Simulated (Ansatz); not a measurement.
# Si7Ge: the cost of one run

Program: Ansatz 0.2.0. Level of theory: DFT r2SCAN, scalar-relativistic, plane waves, PAW. These are calculated values, not measurements.

2 further runs of the same task are left out: 2 set aside as unsound or not needed. Runs told in other sessions of the task aren't counted.

## Step 1: The starting structure

Symmetry: P-43m, No. 215, cubic system. The conventional cell has a = 5.468 Å, b = 5.468 Å, c = 5.468 Å, α = 90.00°, β = 90.00°, γ = 90.00°. Si (site symmetry 3m) is surrounded by 3 Si at 2.36 Å and 1 Ge at 2.39 Å. Si (site symmetry -42m) is surrounded by 4 Si at 2.36 Å. Ge (site symmetry -43m) has 4 Si at 2.39 Å in its first shell of neighbours.

Coordinates:

```xyz
16
Lattice="0.0000 -5.4680 0.0000 0.0000 0.0000 -5.4680 10.9359 0.0000 0.0000" Properties=species:S:1:pos:R:3 pbc="T T T"
Si    1.3803   -4.0877   -4.0877
Si    6.8483   -4.0877   -4.0877
Si    0.0000   -2.7340   -2.7340
Si    5.4680   -2.7340   -2.7340
Si    2.7340   -2.7340    0.0000
Si    8.2020   -2.7340    0.0000
Si    2.7340    0.0000   -2.7340
Si    8.2020    0.0000   -2.7340
Si    4.0877   -4.0877   -1.3803
Si    9.5557   -4.0877   -1.3803
Si    4.0877   -1.3803   -4.0877
Si    9.5557   -1.3803   -4.0877
Si    1.3803   -1.3803   -1.3803
Si    6.8483   -1.3803   -1.3803
Ge    0.0000    0.0000    0.0000
Ge    5.4680    0.0000    0.0000
```

It goes back to an entry of the Materials Project, which need not be the stable form.

It is built from the cell relaxed beforehand with the same method (20.44 Å³/atom).

## Step 2: Zero of energy

The cell is repeated 2 times, 16 atoms in all. Reference values: F = -17552.6805 eV; pressure 0.03 GPa; largest force 0.002 eV/Å; gap on the mesh 0.59 eV. It was computed beforehand with the settings of the runs below.

## Step 3: Next: pulling the crystal apart

The cut lies on the cell's a–b face, a (1 0 0) plane of area 29.90 Å², between layers 1.38 Å apart (Ge, Si below, Si above); the cell is 10.9 Å thick. Vector c is lengthened by d along the normal with the atoms' Cartesian places fixed: one unrelaxed cut per cell.

## Step 4: At d = 1.00 Å

File input.yaml:

```yaml
crystal:
  lattice:
    - [0.0, -5.4679684317, 0.0]
    - [0.0, 0.0, -5.4679684317]
    - [11.9359368634, 0.0, 0.0]
  atoms:
    - { symbol: Si, position: [0.7475692418, 0.7475692418, 0.0578275345] }
    - { symbol: Si, position: [0.7475692418, 0.7475692418, 0.5159372325] }
    - { symbol: Si, position: [0.5, 0.5, 0.8584059521] }
    - { symbol: Si, position: [0.5, 0.5, 0.4002962541] }
    - { symbol: Si, position: [0.5, 0.0, 0.1712414051] }
    - { symbol: Si, position: [0.5, 0.0, 0.6293511031] }
    - { symbol: Si, position: [0.0, 0.5, 0.1712414051] }
    - { symbol: Si, position: [0.0, 0.5, 0.6293511031] }
    - { symbol: Si, position: [0.7475692418, 0.2524307582, 0.2846552757] }
    - { symbol: Si, position: [0.7475692418, 0.2524307582, 0.7427649737] }
    - { symbol: Si, position: [0.2524307582, 0.7475692418, 0.2846552757] }
    - { symbol: Si, position: [0.2524307582, 0.7475692418, 0.7427649737] }
    - { symbol: Si, position: [0.2524307582, 0.2524307582, 0.0578275345] }
    - { symbol: Si, position: [0.2524307582, 0.2524307582, 0.5159372325] }
    - { symbol: Ge, position: [0.0, 0.0, 0.8584059521] }
    - { symbol: Ge, position: [0.0, 0.0, 0.4002962541] }
basis:
  ecutwfc: 500
kpoints:
  mp_grid: { grid: [6, 6, 3] }
hamiltonian:
  xc: r2scan
scf:
  occupations: { method: gaussian, width: 0.05 }
output:
  forces: true
  stress: true
  eigenvalues: true
  write_density: true
  write_potential: true
  elf: true
  volumetric_format: npy
```

Command:

```
$ ansatz run input.yaml --threads 2 --pin off --max-ram 5120MiB --backend cpu --events-out ev --progress --plain --runs-dir out
```

What time and memory should one allow on 2 threads of Intel Xeon 6975P-C (Granite Rapids), shared host?

About 32 s, with a peak of 1.4 GiB.
